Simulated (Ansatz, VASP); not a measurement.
## One calculation of V, two programs

```
V
1.0
    -1.48826    1.48826    1.52285
     1.48826   -1.48826    1.52285
     1.48826    1.48826   -1.52285
V
1
Direct
  0.50000 0.50000 0.00000
```

Alike in both runs: task relaxation of cell and atoms; functional PBE; k mesh 26 × 26 × 26; occupations gaussian, width 0.1 eV; no spin polarisation.

|  | VASP | Ansatz |
| --- | --- | --- |
| version | VASP 6.6.1 | Ansatz 0.2.0 |
| potentials or method | VASP PAW PBE potentials, release 64 (V_sv) | scalar-relativistic, plane waves, PAW |
| plane-wave cutoff (eV) | 600 | 420 |
| valence electrons in the cell | 13 | 13 |

Ansatz gave:

* gap on the k mesh at the Fermi level, each at its own relaxed structure (eV): none
* relaxed volume (Å³/atom): 13.46
* relaxed cell length with the largest relative difference (Å): 2.595
* energy change over the relaxation (meV/atom): -2

**Question.** What did VASP give for the same quantities?

**Answer.** gap on the k mesh at the Fermi level, each at its own relaxed structure (eV): none; relaxed volume (Å³/atom): 13.48; relaxed cell length with the largest relative difference (Å): 2.597; energy change over the relaxation (meV/atom): -2.

A gap of «none» marks a metal or a gap that the smearing closes.
